Two atoms in the repeating cell have six ways to move. In three of them the whole crystal shifts, which costs no energy. In the other three boron moves against phosphorus, and the cubic surroundings of each atom make the directions x, y and z equivalent. This count gives one optical frequency, three times over.

The count is complete for silicon, where the two atoms of the cell are alike. In BP they differ, and their opposite motion carries charge. A wave that runs through the crystal also has a direction, and atoms may move along it or across it. The three optical modes should therefore split into two transverse ones and a higher longitudinal one. The runs below leave out the term behind this splitting. What follows shows how that can be recognised from the numbers, and what it does to the "highest zone centre phonon frequency".

Zone-centre phonons of cubic boron phosphide (BP, space group F-43m, 2-atom cell) from Kohn–Sham density-functional perturbation theory, without spin polarisation. All runs use the same cell, at 11.68 Å³ per atom, and the frequencies include no LO–TO term. The basis column gives the plane-wave cutoff.

| method | rung | program | potentials | basis | k mesh | smearing | highest zone centre phonon frequency (cm⁻¹) |
| --- | --- | --- | --- | --- | --- | --- | --- |
| LDA | LDA | Ansatz | Ansatz PAW | 420 eV | 7x7x7 2-atom cell | fixed 0eV | 795.6 |
| LDA | LDA | ABINIT | PseudoDojo NC SR LDA v0.4.1 standard | 925 eV | 6x6x6 2-atom cell | fixed 0eV | 793.6 |
| PBE | GGA | Quantum ESPRESSO | PseudoDojo 0.4.1 SR PBE standard | 1034 eV | 8x8x8 2-atom cell | Fermi Dirac 0.05eV | 804.9 |
| PBE | GGA | Ansatz | Ansatz PAW | 420 eV | 7x7x7 2-atom cell | fixed 0eV | 805.9 |
| PBEsol | GGA | Quantum ESPRESSO | PseudoDojo 0.4.1 SR PBEsol standard | 1034 eV | 8x8x8 2-atom cell | Fermi Dirac 0.05eV | 802.0 |
| PBEsol | GGA | Ansatz | Ansatz PAW | 420 eV | 7x7x7 2-atom cell | fixed 0eV | 802.3 |
| PBEsol | GGA | Quantum ESPRESSO | PseudoDojo 0.4 SR PBEsol stringent | 1034 eV | 6x6x6 2-atom cell | Fermi Dirac 0.05eV | 801.9 |

**The two LDA rows**

The first two rows give 795.6 and 793.6 cm⁻¹. In both runs this value stands three times in the list of modes, as it would in silicon. Yet the Ansatz run also finds a Born charge of about 0.53 e on each atom, positive on one and negative on the other. The Born charge is the charge that an atom effectively carries when it moves. In a cubic crystal with two atoms per cell, a threefold optical frequency together with a Born charge that isn't zero is the sign of the failure: the longitudinal mode has been left at the transverse frequency.

The cause lies in the electric field of the wave. When atoms move along the direction of travel, the wave creates layers of surplus positive and negative charge. The field between these layers pulls the atoms back and stiffens the motion. When atoms move across the direction of travel, no such layers form and this average field is absent.

At the exact zone centre the wavelength is infinite and the wave has no direction. A calculation on one repeated cell then sets the average electric field to zero, which is the right condition for the transverse modes only. The longitudinal mode needs an extra term, added for a chosen direction of travel. None of the frequencies in the table contains it.

The size of this term follows in three steps, written in atomic units. If the two atoms move apart by u, the polarisation is Zu/V, with Z the Born charge and V the cell volume. In a longitudinal wave this makes a field −4πZu/(Vε), where ε is the dielectric constant of the electrons with the nuclei held still. The field acts on the charge Z, and division by the reduced mass μ gives

ω²(longitudinal) = ω²(transverse) + 4πZ²/(Vμε).

For the first row, Z is 0.53 and ε is 9.2. The cell volume is 2 × 11.68 Å³, or 158 bohr³. The atomic masses give μ = 10.8 × 31.0/(10.8 + 31.0) = 8.0 atomic mass units, which is 1.46 × 10⁴ electron masses. The added term is then

4π × 0.53²/(158 × 1.46 × 10⁴ × 9.2) ≈ 1.7 × 10⁻⁷ hartree².

Its square root corresponds to about 90 cm⁻¹. Because squares add, the frequency itself rises by much less: 90²/(2 × 796) ≈ 5 cm⁻¹. The highest zone-centre mode of the first row should thus lie near 801 cm⁻¹.

The formula has no adjustable constant, so the worked row did not help to set it. For the ABINIT row the shift was obtained from the ratio of two dielectric constants, one with the nuclei free to respond and one with them held still. This route also gives about 5 cm⁻¹. It rests on the same physics, so the agreement shows that the ingredients are consistent; it doesn't test the formula against a calculated longitudinal mode. The analysis printed after this text lists the estimate for each row.

Two limiting cases show what controls the shift. If the Born charge goes to zero, the extra term vanishes and a threefold frequency is correct, as it is in silicon. If the electrons screen perfectly, ε grows without bound and the splitting closes again, however large the charge. BP is close to the first limit, with a small charge, strong screening and a stiff bond. In a crystal of the same structure with twice the Born charge and all else equal, the added term would be four times as large.

**The two PBE rows**

The next two rows, from Quantum ESPRESSO and Ansatz, differ by only 1.0 cm⁻¹. Such agreement is easily taken as the uncertainty of the result. It measures only what differs between the runs, here the program, the potentials, the basis, the mesh and the smearing. The field term is absent from both runs and would be nearly the same in each, so it almost drops out of the comparison, although at nearly 5 cm⁻¹ it is several times larger than their difference.

A change of functional doesn't reveal the omission either. The Born charge and the dielectric constant vary little from LDA to PBE, so every row is too low by nearly the same amount. Differences between rows therefore survive almost unchanged, while the absolute value does not. For a comparison with a measured spectrum, each number in the column belongs beside the transverse line, not beside the highest one.

**The three PBEsol rows**

The last three rows agree within 0.4 cm⁻¹, and they lie between LDA and PBE. Within Ansatz, where the listed settings differ only in the functional, PBEsol is 6.7 cm⁻¹ above LDA and PBE another 3.6 cm⁻¹ higher. These steps exceed the scatter among programs at any one functional. The order LDA, PBEsol, PBE is thus a real result for this mode in this cell.

It is tempting to conclude that LDA makes the softest B–P bond. Here a second shared condition matters: all runs use the same cell, whichever cell the functional itself would prefer. The calculated pressures show how well the cell suits each functional. They come from the ABINIT run for LDA and from the Quantum ESPRESSO runs for the others; the Ansatz runs give none. It is stretched for LDA, with a pressure of −5.7 GPa, and less so for PBEsol, at −1.9 GPa. For PBE it is slightly compressed, at +1.0 GPa.

A limiting case shows why this can order the frequencies. Suppose that two functionals gave energy curves of exactly the same shape, one with its minimum at a shorter bond. At their own minima both would have the same stiffness. At one common bond length, the curve with the shorter minimum would be sampled further out on its stretched side. A bond's energy curve flattens in that direction, so its curvature, and with it the frequency, would be lower.

LDA is known to bind solids too strongly and to prefer short bonds, and its negative pressure here agrees with that. The order of the frequencies is the one that this argument predicts: the more a functional finds the cell stretched, the lower its phonon. The argument gives the order but not the sizes. Curves of one shape would give one slope of frequency against pressure. Among the ABINIT and Quantum ESPRESSO rows, however, the frequency rises by 8.4 cm⁻¹ over 3.8 GPa from LDA to PBEsol and by only 2.9 cm⁻¹ over 2.9 GPa from PBEsol to PBE. Both slopes are also smaller than real compression of such a bond is expected to give. The curves therefore probably differ in shape as well: the functional that binds more tightly should have the stiffer bond at its own minimum, which offsets part of the stretching. The table doesn't separate the two effects, so the explanation remains an argument from theory. If each functional were given its own equilibrium cell, the LDA frequency should rise most, by much more than the missing field term, and the PBE frequency should fall by an amount comparable with that term. The order is then expected to reverse, with LDA highest; these runs don't test it.

The two failures thus affect different uses of the column. The absent field term lowers the absolute value in every row by about 5 cm⁻¹ and leaves the ranking intact. The common cell leaves each number valid for that cell, but it prevents the ranking from being read as a ranking of bond stiffness. Agreement among programs exposes neither of them, because each is built into all seven runs. The Born charge reveals the first and the pressure the second, in the runs that print them.

Printed output of the fit:

```
Missing longitudinal shift, estimated (ABINIT row from its dielectric constants):
     row  tabulated_cm-1  shift_cm-1  longitudinal_cm-1
     LDA           795.6       5.117              800.7
     LDA           793.6       5.151              798.8
     PBE           804.9       4.841              809.7
     PBE           805.9       4.583              810.5
  PBEsol             802        4.84              806.8
  PBEsol           802.3       4.722                807
  PBEsol           801.9       4.838              806.7
Mean estimated shift, 1/cm: 4.871
Mean estimated shift, per cent of the frequency: 0.6083
Spread among programs at LDA, 1/cm: 2
Spread among programs at PBE, 1/cm: 1
Spread among runs at PBEsol, 1/cm: 0.4
Spread of all seven rows, 1/cm: 12.3
Spread of all seven rows, per cent of the mean: 1.536
PBEsol less LDA within Ansatz, 1/cm: 6.7
PBE less PBEsol within Ansatz, 1/cm: 3.6
PBE less LDA within Ansatz, 1/cm: 10.3
Pressure at the common cell, LDA in ABINIT, GPa: -5.705
Pressure at the common cell, PBEsol in Quantum ESPRESSO, GPa: -1.915
Pressure at the common cell, PBE in Quantum ESPRESSO, GPa: 0.982
```
